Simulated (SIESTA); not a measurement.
## Cs in SIESTA: the effect of functional

The system is Cs, a slab with vacuum.

```
CELL_PARAMETERS angstrom
5.58379 0.00000 0.00000
0.00000 5.58379 0.00000
0.00000 0.00000 22.89667
ATOMIC_POSITIONS crystal
Cs 0.50000 0.50000 0.32756
Cs 0.00000 0.00000 0.50000
Cs 0.50000 0.50000 0.67244
```

The slab is cut from a database's or a generator's crystal, which needn't be the stable form of the element.

Alike in all runs:

```yaml
Program: SIESTA 5.4.2
Task: single point
Potentials_or_basis: PseudoDojo 0.4 standard (PBE files)
Basis: DZP (energy shift 0.003 Ry; two zetas on semicore shells; d shell added on Cs)
Grid_cutoff: 500 Ry
Energy_shift: 0.003 Ry
k_mesh: 5 × 5 × 1
Occupations: fermi-dirac, width 0.05 eV
Spin: no spin polarisation
```

**Question.** One run gave: largest force 0.08 eV/Å; work function 1.44 eV. Which functional did it use?
A. optB88-vdW
B. vdW-DF
C. vdW-DF-C09
D. vdW-DF2
E. vdW-DF-cx

**Answer.** A.

```tsv
functional	largest force (eV/Å)	work function (eV)
PBE	0.05	1.25
vdW-DF	0.05	1.36
vdW-DF2	0.07	1.65
optB88-vdW	0.08	1.44
vdW-DF-C09	0.08	1.30
vdW-DF-cx	0.06	1.19
VV10	0.10	1.44
```

Caveats: the potentials were made for another functional, which shifts forces and pressure (some runs); the non-local part is tabulated coarsely and may be off by about a percent (some runs).
